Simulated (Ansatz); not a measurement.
Method: Ansatz, DFT PBE, scalar-relativistic, plane waves, PAW. Settings: cutoff 420 eV, Γ-centred meshes spaced at most about 0.3 Å⁻¹, and about 0.25 Å⁻¹ or finer for metals (2π included), Gaussian smearing. Spin is collinear in cells that carry moments; the others ran without spin or lost their moments.

All energies are static (0 K, no zero-point motion).

Task: Which of these relaxed structures of WS2 is the lowest in energy?
A.
(no moments)
```xyz
6
Lattice="3.1875 0.0000 0.0000 1.5933 2.7606 0.0000 0.5905 0.0551 15.2735" Properties=species:S:1:pos:R:3 pbc="T T T"
W     3.8893    1.1612    3.7975
W     1.4819    1.6546   11.4760
S     2.2957    0.2409    5.3687
S     3.0756    2.5748   13.0473
S     3.0756    2.5748    9.9048
S     2.2957    0.2410    2.2262
```

B.
(parallel moments up to 1.0 μB)
```xyz
6
Lattice="4.1797 0.0000 0.0000 0.0000 4.1797 0.0000 0.0000 0.0000 5.9709" Properties=species:S:1:pos:R:3 pbc="T T T"
S     0.0000    2.0898    1.3232
S     0.0000    2.0898    4.3086
S     2.0898    0.0000    1.6623
S     2.0898    0.0000    4.6478
W     0.0000    0.0000    0.0000
W     2.0898    2.0898    2.9855
```

Result: A. The other, B, lies 0.80 eV/atom higher. Forms: A P-1; B tetragonal zirconia type, P4_2/nmc. Counting S atoms around W (those within 1.25 times the shortest such distance or 1.15 times the sum of covalent radii): A has W 6; B has W 8. Origin: A, invented, matching a COD cell; B, invented. The lowest form computed isn't among them: it has the 2H molybdenite type, space group P6_3/mmc (No. 194), 21.8 Å³/atom, is reached from a Materials Project cell and lies under 1 meV/atom below the best shown.

No dispersion correction is applied, so the spacing and binding between layers, chains or molecules are poorly described (P-1), and this can change margins and order among such cells. These runs have no spin–orbit coupling, which can matter for W. Another magnetic order may lie lower. Cells relaxed within their symmetry can be saddle points. Some structure types and database cells were kept out of the candidates from the start, so a known form may be missing.
